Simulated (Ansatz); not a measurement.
**BeTe (F-43m): volume and gaps against pressure**

```
Be Te
1.0
     2.82841    2.82841    0.00000
    -2.82841    2.82841    0.00000
     0.00000    2.82841    2.82841
Be Te
1 1
Direct
  0.00000 0.00000 0.00000
  0.75000 0.25000 0.50000
```

This is the zero-pressure cell under r²SCAN. Cell and atoms are relaxed by PAW (default files of Ansatz 0.2.0, cutoff 500 eV, stress met within about 0.05 GPa) at each pressure, in this structure whether or not another phase would take over; P is the pressure reached, less that of this cell. Levels come from r²SCAN, PAW on Ansatz 0.2.0's default frozen-core files (fitted under PBE), scalar-relativistic; k mesh 8×8×8, fixed occupations, cutoff 500 eV. Conduction levels are in eV over the valence top (at Γ), at fixed fractional wave vectors. Zone-centre phonons come from finite displacements by PAW, without the LO-TO term.

| P (GPa) | V/V₀ | X | L | Γ | T2 TO (cm⁻¹) |
| --- | --- | --- | --- | --- | --- |
| -2.04 | 1.0378 | 2.460 | 3.409 | 4.073 | 431.9 |
| 0.00 | 1.0000 | 2.375 | 3.512 | 4.040 | 455.6 |
| 1.99 | 0.9691 | 2.298 | 3.601 | 4.008 | 476.2 |
| 3.98 | 0.9422 | 2.225 | 3.682 | 3.977 | 494.9 |
| 6.95 | ? | ? | ? | ? | ? |
| 9.98 | 0.8779 | 2.027 | 3.889 | 3.884 | 543.7 |
| 14.96 | 0.8370 | 1.882 | 4.033 | 3.810 | 577.9 |

**Question.** Fit the third-order Birch-Murnaghan equation to the rows shown.

**Answer.** With f = [(V₀/V)^(2/3) − 1]/2, the normalised pressure F = P/[3f(1 + 2f)^(5/2)] is 59.3 GPa at f = -0.0122, 59.4 GPa at f = 0.0106, 59.3 GPa at f = 0.0202, 59.1 GPa at f = 0.0453, 58.9 GPa at f = 0.0630. The line F = B₀[1 + (3/2)(B′ − 4)f] gives B₀ = 59.3 GPa and B′ = 3.9.

**Question.** What are the volume deformation potentials and pressure coefficients of these levels at zero pressure?

**Answer.** 

| level | dE/dlnV (eV) | dE/dP = −(dE/dlnV)/B₀ (meV/GPa) | mean slope up to 2.0 GPa (meV/GPa) |
| --- | --- | --- | --- |
| X | 2.39 | -40.2 | -38.8 |
| L | -2.82 | 47.5 | 44.8 |
| Γ | 0.95 | -16.0 | -16.0 |

dE/dlnV is the slope of a cubic fit in ln V at V₀. The last column is read from two rows and shows how the slope bends with pressure.

**Question.** What mode Grüneisen parameters follow?

**Answer.** γ = −d ln ω/d ln V at V₀ from a quadratic fit in ln V: T2 1.42.

**Question.** Fill the row at 6.95 GPa.

**Answer.** The fits give V/V₀ = 0.9077 and X = 2.124 eV. Computed: V/V₀ = 0.9077, X = 2.124, L = 3.790, Γ = 3.930, T2 TO (cm⁻¹) = 520.4.

Limits of these numbers: no other phase was computed; many crystals of this kind change structure within this range, and rows or crossings beyond such a change describe a metastable lattice; frozen-core PAW files fitted under PBE, their cores solved anew for the functional of the run; no spin-orbit coupling on heavy atoms; semilocal gaps are low, and the spacing of valleys can be off by tenths of an eV; levels are read at fixed fractional k, so an edge that moves off these points is missed.
